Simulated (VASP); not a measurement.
# TiAl (Pm-3m) in VASP: further runs

One crystal, TiAl, is run at these levels: PBE, PBEsol+D4; tasks: single point, relaxation of cell and atoms.

Program: VASP 6.6.1. These are calculated values, not measurements. Logs are shortened: lines on timing, memory, paths and dates and some standing lists are left out, and cuts for length are marked.

**1. Starting point**

It takes space group Pm-3m (No. 221, cubic). The conventional cell has a = 3.179 Å, b = 3.179 Å, c = 3.179 Å, α = 90.00°, β = 90.00°, γ = 90.00°. Around Ti (site symmetry m-3m) lie 8 Al at 2.75 Å. Al (site symmetry m-3m) is surrounded by 8 Ti at 2.75 Å.

The cell comes from a database or a generator and needn't be the stable form of this composition.

**2. Single point, PBE**

run.py

```python
from ase.calculators.vasp import Vasp
from ase.dft.bandgap import bandgap
from ase.io import read

atoms = read('POSCAR')
calc = Vasp(
    directory='calc',
    xc='pbe',
    pp='PBE',
    setups='materialsproject',
    prec='Accurate',
    encut=520,
    ediff=1e-07,
    ismear=0,
    sigma=0.1,
    lreal=False,
    lasph=True,
    nelm=80,
    algo='Fast',
    isif=2,
    lwave=False,
    lcharg=False,
    kpts=[8, 8, 8],
    gamma=True,
    nbands=14,
)
atoms.calc = calc

print('energy (eV):', atoms.get_potential_energy())
print('free energy (eV):', atoms.get_potential_energy(force_consistent=True))
print('forces (eV/A):')
print(atoms.get_forces())
print('stress (eV/A^3, Voigt):', atoms.get_stress())
print('Fermi level (eV):', calc.get_fermi_level())
gap, top, bottom = bandgap(calc)
print('band gap (eV):', gap, 'from (spin, k, band)', top, 'to', bottom)
```

POSCAR

```
TiAl
1.0
    3.1790640000      0.0000000000      0.0000000000
    0.0000000000      3.1790640000      0.0000000000
    0.0000000000      0.0000000000      3.1790640000
Ti Al
1 1
Direct
    0.0000000000      0.0000000000      0.0000000000
    0.5000000000      0.5000000000      0.5000000000
```

Potentials or basis: VASP PAW PBE potentials, release 64 (Ti_pv, Al).

Command:

```sh
> python run.py
```

Output:

```text
energy (eV): -12.07215412
free energy (eV): -12.07982263
forces (eV/A):
[[0. 0. 0.]
 [0. 0. 0.]]
stress (eV/A^3, Voigt): [-0.00484419 -0.00484419 -0.00484419 -0.          0.          0.        ]
Fermi level (eV): 7.4379846
band gap (eV): 0.0 from (spin, k, band) (None, None, None) to (None, None, None)
```

OUTCAR:

```text
ENCUT = 520.000000
   EDIFF = 1.00e-07
   GGA = PE
   PREC = Accurate
   ISIF = 2
   ISMEAR = 0
   NELM = 80
   LASPH = .TRUE.
   LREAL = .FALSE.

 ion  position               nearest neighbor table
   1  0.000  0.000  0.000-   2 2.75   2 2.75   2 2.75   2 2.75   2 2.75   2 2.75   2 2.75   2 2.75

   2  0.500  0.500  0.500-   1 2.75   1 2.75   1 2.75   1 2.75   1 2.75   1 2.75   1 2.75   1 2.75

  LATTYP: Found a simple cubic cell.
 ALAT       =     3.1790640000

  Lattice vectors:

 A1 = (   3.1790640000,   0.0000000000,   0.0000000000)
 A2 = (   0.0000000000,   3.1790640000,   0.0000000000)
 A3 = (   0.0000000000,   0.0000000000,   3.1790640000)

Analysis of symmetry for initial positions (statically):
=====================================================================
 Subroutine PRICEL returns:
 Original cell was already a primitive cell.

 Routine SETGRP: Setting up the symmetry group for a
 simple cubic supercell.

 Subroutine GETGRP returns: Found 48 space group operations
 (whereof 48 operations were pure point group operations)
 out of a pool of 48 trial point group operations.

The static configuration has the point symmetry O_h .

Analysis of symmetry for dynamics (positions and initial velocities):
=====================================================================
 Subroutine PRICEL returns:
 Original cell was already a primitive cell.

 Routine SETGRP: Setting up the symmetry group for a
 simple cubic supercell.

 Subroutine GETGRP returns: Found 48 space group operations
 (whereof 48 operations were pure point group operations)
 out of a pool of 48 trial point group operations.

The dynamic configuration has the point symmetry O_h .

 Subroutine INISYM returns: Found 48 space group operations
 (whereof 48 operations are pure point group operations),
 and found     1 'primitive' translations

----------------------------------------------------------------------------------------

                                     Primitive cell

  volume of cell :      32.1290

  direct lattice vectors                    reciprocal lattice vectors
     3.179064000  0.000000000  0.000000000     0.314557996  0.000000000  0.000000000
     0.000000000  3.179064000  0.000000000     0.000000000  0.314557996  0.000000000
     0.000000000  0.000000000  3.179064000     0.000000000  0.000000000  0.314557996

  length of vectors
     3.179064000  3.179064000  3.179064000     0.314557996  0.314557996  0.314557996

  position of ions in fractional coordinates (direct lattice)
     0.000000000  0.000000000  0.000000000
     0.500000000  0.500000000  0.500000000

  ion indices of the primitive-cell ions
   primitive index   ion index
                 1           1
                 2           2

----------------------------------------------------------------------------------------

 KPOINTS: KPOINTS created by Atomic Simulation Env

Automatic generation of k-mesh.
 Grid dimensions read from file:
 generate k-points for:    8    8    8

 Generating k-lattice:

  Cartesian coordinates                     Fractional coordinates (reciprocal lattice)
     0.039319749  0.000000000  0.000000000     0.125000000  0.000000000  0.000000000
     0.000000000  0.039319749  0.000000000     0.000000000  0.125000000  0.000000000
     0.000000000  0.000000000  0.039319749     0.000000000  0.000000000  0.125000000
[... 43 lines left out ...]
   dimension x,y,z NGXF=    48 NGYF=   48 NGZF=   48
   ions per type =               1   1
   NGX,Y,Z   is equivalent  to a cutoff of  12.55, 12.55, 12.55 a.u.
   NGXF,Y,Z  is equivalent  to a cutoff of  25.10, 25.10, 25.10 a.u.
 SYSTEM =  unknown system
   PREC   = accura    normal or accurate (medium, high low for compatibility)
   ISTART =      0    job   : 0-new  1-cont  2-samecut
   ICHARG =      2    charge: 1-file 2-atom 10-const
   ISPIN  =      1    spin polarized calculation?
   LNONCOLLINEAR =      F non collinear calculations
   LSORBIT =      F    spin-orbit coupling
   LASPH  =      T    aspherical Exc in radial PAW
   ENCUT  =  520.0 eV  38.22 Ry    6.18 a.u.   5.91  5.91  5.91*2*pi/ulx,y,z
   NELM   =     80;   NELMIN=  2; NELMDL= -5     # of ELM steps
   EDIFF  = 0.1E-06   stopping-criterion for ELM
   LREAL  =      F    real-space projection
   EDIFFG = 0.1E-05   stopping-criterion for IOM
   NSW    =      0    number of steps for IOM
   IBRION =     -1    ionic relax: 0-MD 1-quasi-New 2-CG
   NFREE  =      0    steps in history (QN), initial steepest desc. (CG)
   ISIF   =      2    stress and relaxation
   ISYM   =      2    0-nonsym 1-usesym 2-fastsym
   POTIM  = 0.5000    time-step for ionic-motion
   TEBEG  =    0.0;   TEEND  =   0.0 temperature during run
   PSTRESS=    0.0 pullay stress
   NELECT =      13.0000    total number of electrons
   NUPDOWN=      -1.0000    fix difference up-down
   EMIN   =  10.00;   EMAX   =-10.00  energy-range for DOS
   EFERMI =   0.00;   METHOD = LEGACY
   ISMEAR =     0;   SIGMA  =   0.10  broadening in eV -4-tet -1-fermi 0-gaus
   EFERMI_NEDOS =   21; number of points for ismear=-14 and -15
   IALGO  =     68    algorithm
   IMIX   =      4    mixing-type and parameters
     AMIX     =   0.40;   BMIX     =  1.00
     AMIX_MAG =   1.60;   BMIX_MAG =  1.00
  volume/ion in A,a.u.               =      16.06       108.41
  Fermi-wavevector in a.u.,A,eV,Ry     =   1.210849  2.288173 19.948256  1.466155
  Thomas-Fermi vector in A             =   2.346383
   LORBIT       =      0    0 simple, 1 ext, 2 COOP (PROOUT), +10 PAW based schemes
   GGA     = PE    functional components
   LHFCALC =     F    Hartree Fock is set to
   AEXX    =    0.0000 exact exchange contribution
   IVDW    =     0    specifies the selected vdW correction
   LEPSILON=     F    determine dielectric tensor
   LRPA    =     F    only Hartree local field effects (RPA)
 non-spin polarized calculation
 RMM-DIIS sequential band-by-band and
 Gauss-broadening in eV      SIGMA  =   0.10
  energy-cutoff  :      520.00
  volume of cell :       32.13
 maximum number of plane-waves:       912
 NGX is ok and might be reduce to    24
   NGX = 11   NGY = 11   NGZ = 11

 number of electron      12.9999991 magnetization

 Free energy of the ion-electron system (eV)
  ---------------------------------------------------
  ext. energy  EPLUGINS =         0.00000000
  ---------------------------------------------------
  free energy    TOTEN  =       -12.07982263 eV

  energy without entropy =      -12.06448562  energy(sigma->0) =      -12.07215412

 E-fermi :   7.4380     XC(G=0): -11.0306

 val. band max:        7.4091511649   @ k =   0.3750   0.1250   0.1250
 cond. band min:       7.4475911768   @ k =   0.3750   0.3750   0.2500
 fundamental gap:      0.0384400118
 Fermi energy:         7.4379846006

 k-point     1 :       0.0000    0.0000    0.0000
  band No.  band energies     occupation
      1     -25.6778      2.00000
      2     -25.6778      2.00000
      3     -25.6778      2.00000
      4      -1.8370      2.00000
      5       5.9972      2.00000
      6       5.9972      2.00000
      7       9.2339      0.00000
      8       9.2339      0.00000
      9       9.2339      0.00000
     10      11.8686      0.00000
     11      11.8686      0.00000
     12      11.8686      0.00000
     13      16.2267      0.00000
     14      16.2267      0.00000
[... 377 lines left out ...]
      1     -25.8239      2.00000
      2     -25.7973      2.00000
      3     -25.6732      2.00000
      4       2.3847      2.00000
      5       4.4301      2.00000
      6       5.4789      2.00000
      7       6.8586      2.00000
      8       8.3311      0.00000
      9       8.3529      0.00000
     10      10.2659      0.00000
     11      12.1012      0.00000
     12      12.5365      0.00000
     13      14.8610      0.00000
     14      17.9088      0.00000

 [... further k-points ...]

------------------------ aborting loop because EDIFF is reached ----------------------------------------

  FORCE on cell =-STRESS in cart. coord.  units (eV):
  Direction    XX          YY          ZZ          XY          YZ          ZX
  --------------------------------------------------------------------------------------
  -------------------------------------------------------------------------------------
  Total        0.1556393      0.1556393      0.1556393      0.0000000      0.0000000     -0.0000000
  in kB        7.7612556      7.7612556      7.7612556      0.0000000      0.0000000     -0.0000000
  external PRESSURE =       7.7612556 kB  Pullay stress =       0.0000000 kB

 VOLUME and BASIS-vectors are now :
 -----------------------------------------------------------------------------
  energy-cutoff  :      520.00
  volume of cell :       32.13
      direct lattice vectors                 reciprocal lattice vectors
     3.179064000  0.000000000  0.000000000     0.314557996  0.000000000  0.000000000
     0.000000000  3.179064000  0.000000000     0.000000000  0.314557996  0.000000000
     0.000000000  0.000000000  3.179064000     0.000000000  0.000000000  0.314557996

 POSITION                                       TOTAL-FORCE (eV/Angst)
 -----------------------------------------------------------------------------------
      0.00000      0.00000      0.00000         0.000000      0.000000      0.000000
      1.58953      1.58953      1.58953         0.000000      0.000000      0.000000
 -----------------------------------------------------------------------------------
    total drift:                                0.000000      0.000000      0.000000

  FREE ENERGIE OF THE ION-ELECTRON SYSTEM (eV)
  ---------------------------------------------------
  free  energy   TOTEN  =       -12.0798226288 eV

  energy  without entropy=      -12.0644856189  energy(sigma->0) =      -12.07215412
```

INCAR:

```text
ENCUT = 520.000000
SIGMA = 0.100000
EDIFF = 1.00e-07
ALGO = Fast
GGA = PE
PREC = Accurate
ISIF = 2
ISMEAR = 0
NBANDS = 14
NELM = 80
LASPH = .TRUE.
LCHARG = .FALSE.
LWAVE = .FALSE.
LREAL = .FALSE.
```

Run time: 9.8 s. Hardware: 1 thread of AMD EPYC 9R45 (Zen 5), shared host; peak memory 0.11 GiB.

Results:

- Free energy: -12.0798 eV
- Pressure: 0.8 GPa
- Band gap on the k mesh: none (metal or under the smearing width)

Levels at points of the mesh, in eV from the Fermi level:
| k point | band 2 | band 3 | band 4 | band 5 | band 6 | band 7 | band 8 | band 9 | band 10 | band 11 |
| --- | --- | --- | --- | --- | --- | --- | --- | --- | --- | --- |
| (0.00, 0.00, 0.00) | -33.12 | -33.12 | -9.27 | -1.44 | -1.44 | 1.80 | 1.80 | 1.80 | 4.43 | 4.43 |
| (0.50, 0.00, 0.00) | -33.10 | -33.10 | -6.04 | -5.18 | -0.55 | 0.15 | 0.15 | 2.00 | 2.97 | 6.55 |
| (0.50, 0.50, 0.00) | -33.26 | -33.09 | -5.01 | -2.10 | -2.10 | -1.46 | 0.71 | 0.71 | 2.71 | 4.70 |
| (0.50, 0.50, 0.50) | -33.24 | -33.24 | -3.09 | -3.09 | -3.09 | 0.64 | 2.78 | 2.78 | 2.92 | 2.92 |

**3. Relaxation of cell and atoms, PBEsol+D4 (volume scaled by 0.88)**

run.py

```python
from ase.calculators.vasp import Vasp
from ase.filters import FrechetCellFilter
from ase.optimize import LBFGS
from ase.spacegroup import crystal

atoms = crystal(
    ['Ti', 'Al'],
    basis=[[0.0, 0.0, 0.0], [0.5, 0.5, 0.5]],
    spacegroup=221,
    setting=1,
    cellpar=[3.04644608, 3.04644608, 3.04644608, 90.0, 90.0, 90.0],
    primitive_cell=True,
)
calc = Vasp(
    directory='calc',
    xc='pbesol',
    pp='PBE',
    setups='gw',
    prec='Accurate',
    encut=680,
    ediff=1e-07,
    ismear=-1,
    sigma=0.3,
    lreal=False,
    lasph=True,
    nelm=60,
    algo='Normal',
    isif=2,
    lwave=False,
    lcharg=False,
    ivdw=13,
    kpts=[8, 8, 8],
    gamma=False,
)
atoms.calc = calc
opt = LBFGS(FrechetCellFilter(atoms), trajectory='relax.traj')
converged = opt.run(fmax=0.01, steps=40)
print('converged:', converged)

print('energy (eV):', atoms.get_potential_energy())
print('free energy (eV):', atoms.get_potential_energy(force_consistent=True))
print('forces (eV/A):')
print(atoms.get_forces())
print('stress (eV/A^3, Voigt):', atoms.get_stress())
print('Fermi level (eV):', calc.get_fermi_level())
print('cell (A, degrees):', atoms.cell.cellpar())
print('volume (A^3):', atoms.get_volume())
print('scaled positions:')
print(atoms.get_scaled_positions())
```

Potentials or basis: VASP PAW PBE potentials, release 64 (Ti_sv_GW, Al_GW).

Command:

```sh
> python run.py
```

Output:

```text
Step     Time          Energy          fmax
LBFGS:    0      -15.716851        1.321570
LBFGS:    1      -15.782140        0.940329
LBFGS:    2      -15.855433        0.079415
LBFGS:    3      -15.856328        0.006407
converged: True
energy (eV): -15.55921402
free energy (eV): -15.85632848
forces (eV/A):
[[0. 0. 0.]
 [0. 0. 0.]]
stress (eV/A^3, Voigt): [-0.00040821 -0.00040821 -0.00040821  0.          0.         -0.        ]
Fermi level (eV): 8.14522791
cell (A, degrees): [ 3.15455171  3.15455171  3.15455171 90.         90.         90.        ]
volume (A^3): 31.391563791968796
scaled positions:
[[0.  0.  0. ]
 [0.5 0.5 0.5]]
```

OUTCAR:

```text
ENCUT = 680.000000
   EDIFF = 1.00e-07
   GGA = PS
   PREC = Accurate
   ISIF = 2
   ISMEAR = -1
   NELM = 60
   IVDW = 13
   LASPH = .TRUE.
   LREAL = .FALSE.

 ion  position               nearest neighbor table
   1  0.000  0.000  0.000-
   2  0.500  0.500  0.500-

  LATTYP: Found a simple cubic cell.
 ALAT       =     3.1545517061

[... 473 lines left out ...]
  Total       0.01281     0.01281     0.01281    -0.00000     0.00000    -0.00000
  in kB       0.65402     0.65402     0.65402    -0.00000     0.00000    -0.00000
  external pressure =        0.65 kB  Pullay stress =        0.00 kB

 VOLUME and BASIS-vectors are now :
 -----------------------------------------------------------------------------
  energy-cutoff  :      680.00
  volume of cell :       31.39
      direct lattice vectors                 reciprocal lattice vectors
     3.154551706  0.000000000  0.000000000     0.317002254  0.000000000  0.000000000
     0.000000000  3.154551706  0.000000000     0.000000000  0.317002254  0.000000000
     0.000000000  0.000000000  3.154551706     0.000000000  0.000000000  0.317002254

 POSITION                                       TOTAL-FORCE (eV/Angst)
 -----------------------------------------------------------------------------------
      0.00000      0.00000      0.00000         0.000000      0.000000      0.000000
      1.57728      1.57728      1.57728         0.000000      0.000000      0.000000
 -----------------------------------------------------------------------------------
    total drift:                                0.000000     -0.000000     -0.000000

  FREE ENERGIE OF THE ION-ELECTRON SYSTEM (eV)
  ---------------------------------------------------
  free  energy   TOTEN  =       -15.8563284799 eV

  energy  without entropy=      -15.2620995755  energy(sigma->0) =      -15.55921403
```

INCAR:

```text
ENCUT = 680.000000
SIGMA = 0.300000
EDIFF = 1.00e-07
ALGO = Normal
GGA = PS
PREC = Accurate
ISIF = 2
ISMEAR = -1
NELM = 60
IVDW = 13
LASPH = .TRUE.
LCHARG = .FALSE.
LWAVE = .FALSE.
LREAL = .FALSE.
```

Wall time 43 s (1 thread of AMD EPYC 9R45 (Zen 5), shared host); peak memory 0.15 GiB.

The run converged, but some of its settings lie outside the range that counts as converged (typed here: ISMEAR = -1; SIGMA = 0.3; shifted = yes), so its numbers aren't taken as properties of the crystal.

Results:

* Free energy: -15.8563 eV
* Relaxed volume: 15.70 Å³/atom
* Relaxed cell: a = 3.155 Å, b = 3.155 Å, c = 3.155 Å, α = 90.00°, β = 90.00°, γ = 90.00°
* Space group after relaxing (to 0.05 Å): Pm-3m (No. 221)
* Energy gained by relaxing: 54.1 meV/atom
* Ionic steps: 4
* Pressure after relaxing: 0.1 GPa
* Dispersion energy per atom: -0.171 eV

Caveat: the PAW data sets were made with another functional, which shifts forces and pressure a little; pairwise dispersion overbinds metals, which lowers pressure and volume.

**4. For comparison**

An earlier run on the cell as given: functional PBEsol; potentials or basis VASP PAW PBE potentials, release 64 (Ti_sv, Al); cutoff 520 eV; k mesh 8 × 8 × 8; occupations fermi-dirac, width 0.05 eV; no spin polarisation.

* Pressure: -2.3 GPa
* Band gap on the k mesh: none (metal or under the smearing width)
